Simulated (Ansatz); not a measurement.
**Ge (I4_1/amd), clamped-ion strain scan**

The calculation used DFT PBEsol, scalar-relativistic, plane waves, PAW (Ansatz). Settings: plane waves to 420 eV, k-mesh 24×24×24 (Γ-centred), Gaussian smearing 0.15 eV. No spin polarisation. Energies are free energies at this smearing, counted from the undisturbed cell; pressure is positive in compression.

The undisturbed cell (relaxed at this level; this form isn't the usual structure):

```yaml
crystal:
  lattice:
    - [-2.56301, 2.56301, 1.39666]
    - [2.56301, -2.56301, 1.39666]
    - [2.56301, 2.56301, -1.39666]
  atoms:
    - { symbol: Ge, position: [0.25000, 0.75000, 0.50000] }
    - { symbol: Ge, position: [0.50000, 0.50000, 0.00000] }
```

The cell is strained by ε times the Voigt pattern (0, 1, 0, 0, 0, 0) (xx, yy, zz, yz, xz, xy; engineering shear) with fractional coordinates fixed. The cell is metallic on the mesh throughout.

(ε, ΔE (meV/atom)): (-0.0600, 42.0), (-0.0300, 8.9), (0.0000, 0.0), (0.0150, 2.6), (0.0450, 18.6), (0.0600, 31.1)